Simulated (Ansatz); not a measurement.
Stationary points along a deformation path in AlN

Computed with Ansatz 0.2.0, DFT r2SCAN, scalar-relativistic, plane waves, PAW. Cutoff 500 eV, Γ-centred 10×10×10 k-points, Gaussian smearing of 0.05 eV. No spin polarisation. Energies are free energies at this smearing, counted from the undisturbed cell; pressure is positive in compression.

Zero of the scan (as given, not relaxed at this level; it stands at 0.3 GPa; this zinc-blende form isn't the usual structure):

```
CELL_PARAMETERS angstrom
0.00000 2.18399 2.18399
2.18399 0.00000 2.18399
2.18399 2.18399 0.00000
ATOMIC_POSITIONS crystal
Al 0.00000 0.00000 0.00000
N 0.75000 0.75000 0.75000
```

At fixed volume and fractional coordinates, lengths along (0.000, 0.000, 1.000) are scaled against those across it; ρ is that ratio over its starting value. V = 10.417 Å³/atom. Δσ is the stress along the axis less the mean stress across it (compression positive).

| ρ | ΔE (meV/atom) | Δσ (GPa) | space group |
| --- | --- | --- | --- |
| 0.650 | 336.9 | 38.00 | I-4m2 |
| 0.707 | 220.1 | 26.95 | I-4m2 |
| 0.780 | 123.2 | 19.24 | I-4m2 |
| 0.850 | 60.3 | 14.61 | I-4m2 |
| 0.920 | 18.5 | 9.37 | I-4m2 |
| 1.000 | 0.0 | 0.00 | F-43m |
| 1.100 | 34.9 | -18.50 | I-4m2 |
| 1.200 | 150.4 | -44.19 | I-4m2 |
| 1.300 | 355.8 | -75.37 | I-4m2 |
| 1.414 | 700.4 | -114.77 | I-4m2 |

Q: How does the stress give the slope of the energy, and where is the energy stationary?

A: Along the path d ln(length) is 2/3 d ln ρ on the axis and −1/3 d ln ρ across it, so dE/d ln ρ = −(2/3) V Δσ: the energy falls with ρ where Δσ is positive. Δσ vanishes or changes sign at ρ = 1.000 (F-43m), a minimum at 0.0 meV/atom. Pairs of stationary points between two samples would go unseen, and could change a minimum read from distant neighbours into a maximum. At ρ = 1.000 the cell is cubic, where symmetry alone makes the stress isotropic and the slope zero.

Q: Which shear constant sets the curvature at ρ = 1?

A: For a cubic crystal E/V = (2/3) C (ln ρ)² with C = C′ = (C11 − C12)/2, so Δσ = −2C ln ρ. The parabola of Δσ against ln ρ through ρ = 0.920, 1 and 1.100 gives C ≈ 75 GPa with the ions clamped, rough because the steps are large.

Q: Integrate that slope from ρ = 1 to 0.780 by the trapezoid rule.

A: With V/N in Å³ and 1 eV/Å³ = 160.2 GPa the slopes at ρ = 1.000, 0.920, 0.850, 0.780 are 0, -406, -633, -834 meV/atom per unit of ln ρ. The steps add 16.9 + 41.1 + 63.1 = 121.1 meV/atom, against 123.2 from the energies; the trapezoid rule misses the curvature of the slope within each step.